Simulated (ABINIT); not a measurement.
The system is Sb.

```
Sb
1.0
     0.00000    2.37124    2.37124
     2.37124    0.00000    2.37124
     2.37124    2.37124    0.00000
Sb
1
Direct
  0.00000 0.00000 0.00000
```

This isn't the form of Sb at room conditions, which is rhombohedral.

* Program: ABINIT 10.8.3 (patched build)
* Task: single point
* Functional: PBE
* Potentials or basis: JTH PAW PBE v2.0
* Cutoff: 435 eV
* k mesh: 10 × 10 × 10
* Occupations: fermi-dirac, width 0.05 eV
* Spin: no spin polarisation

On this cell: pressure 1.7 GPa; band gap on the k mesh none (metal or under the smearing width).

The same run follows on a disturbed copy (cell strained at random at fixed volume):

```
Sb
1.0
    -0.01676    2.38071    2.40165
     2.36975    0.04435    2.34054
     2.40963    2.35947    0.00447
Sb
1
Direct
  0.99246 0.01309 0.98926
```

What does the disturbed cell give?

The energy (extrapolated to zero smearing) moves by -2.0 meV/atom; pressure 1.6 GPa; band gap on the k mesh none (metal or under the smearing width).

Stress tensor (GPa, compression positive):
```
1.74 0.41 0.22
0.41 1.78 0.07
0.22 0.07 1.37
```

The energy falls, though the first cell shows no forces: that form is unstable against this distortion, unless noise or another electronic state is at work.
